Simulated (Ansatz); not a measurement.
# Ni under changes of volume

One of the cells (10.597 Å³/atom); the others are scaled copies at fixed shape and fractional positions:

```xyz
1
Lattice="-1.3837 1.3837 1.3837 1.3837 -1.3837 1.3837 1.3837 1.3837 -1.3837" Properties=species:S:1:pos:R:3 pbc="T T T"
Ni    0.0000    0.0000    0.0000
```

This isn't the form of Ni at room conditions, which is fcc.

```yaml
Program: Ansatz 0.2.0
Functional: HSE06
Potentials_or_basis: Ansatz PAW
Cutoff: "420 eV (not typed: the program's choice for these potentials)"
k_mesh: 8 × 8 × 8
Occupations: fermi-dirac, width 0.05 eV
Spin: collinear spin, ferromagnetic start
Starting_moments: "[1.0] μB"
```

```tsv
volume (Å³/atom)	energy over the lowest point (meV/atom)	pressure (GPa)	moment (μB per cell)
9.962	51.29	18.6	0.64
10.174	30.26	13.1	0.65
10.385	16.60	8.2	0.66
10.597	6.38	6.1	0.78
10.809	0.46	2.1	0.78
11.021	0.00	-1.5	0.78
11.233	?	?	?
```

Task: What does the run at 11.233 Å³/atom give?

Result: Energy over the lowest point 4.00 meV/atom; pressure -4.8 GPa; moment 0.78 μB per cell.

Worked out: A Birch-Murnaghan fit of order 3 (a polynomial in V^(-2/3)) to the other rows has its minimum at 10.97 Å³/atom with B0 = V·E''(V) = 153 GPa and B' = 3.5. It gives 2.55 meV/atom at 11.233 Å³/atom, against the run's 4.00, and -dE/dV = -3.4 GPa, against -4.8. The moment follows no smooth curve through the other rows.

Energies are extrapolated to zero smearing.

Caveats: all runs use coarse meshes; the magnetic or orbital state may not be the lowest; the PAW data sets come from PBE, with cores solved anew for the run's functional, which leaves a small shift of forces and pressure; the thresholds are loose for stress.
